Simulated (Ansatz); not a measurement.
# A series in volume per atom on NbH2

Periodic Kohn-Sham DFT of a crystal at fixed atoms; pressure and stress are positive in compression; the energy is the free energy less that of spherical unpolarised free atoms; site moments are those in the method's own spheres, positive along +z. The results are calculated, by Ansatz 0.2.0.

Cell of the first row (space group Fm-3m, No. 225):
```
NbH2
1.0
      0.0000     2.2349     2.2349
      2.2349     0.0000     2.2349
      2.2349     2.2349     0.0000
Nb H
1 2
Direct
  0.00000 0.00000 0.00000
  0.25000 0.25000 0.25000
  0.75000 0.75000 0.75000
```

Settings of every row: method frozen-core PAW; functional LDA; relativity scalar; k mesh 15x15x15; filling fermi-dirac; smearing width 0.03 eV; wave cutoff 420 eV; paw set soft_2.

Atom start moment: 0 on all atoms.

Limits: PAW files made with PBE.

```csv
row,volume per atom (Å³),pressure (GPa)
1,7.442,3.547
2,7.6,-0.769
3,7.759,-4.653
4,7.838,-6.446
5,7.917,?
6,7.996,-9.76
7,8.076,-11.29
8,8.234,-14.118
9,8.392,-16.661
```

Question: what pressure should row 5 give?

Worked fit of pressure. Take u = (V_r/V)^(2/3) − 1 with V_r = 7.917 Å³ an atom, which is twice the finite (Eulerian) strain; such expansions in the strain, on which the Birch-Murnaghan equation of state is built, carry the rest volume and the bulk modulus. The shown rows have u = 0.04211, 0.02762, 0.01353, 0.00671, -0.0066, -0.01317, -0.02583, -0.0381. Least squares give pressure = −8.1435 + 248.972 × u + 673.89 × u² GPa; a straight line predicts inner rows, each left out in turn, worse (root mean square 0.34 against 0.013 GPa). The rows lie off it by 0.011, -0.016, -0.001, -0.003, -0.003, 0.016, 0.007, -0.010 (root mean square 0.01 GPa). The pressure vanishes at u = 0.0302, or V = 7.571 Å³ an atom, and there the bulk modulus at fixed shape and fractions is B = −V dP/dV = (2/3)(1 + u) dP/du = 199 GPa. The withheld row has u = 0, so the fit gives −8.1435 + 248.972 × (0) + 673.89 × (0)² = -8.143 GPa.

The calculation gave -8.147 GPa. The fit lies 0.004 GPa (0.02 % of the column's range) above it; its largest miss of a shown row is 0.016 GPa.
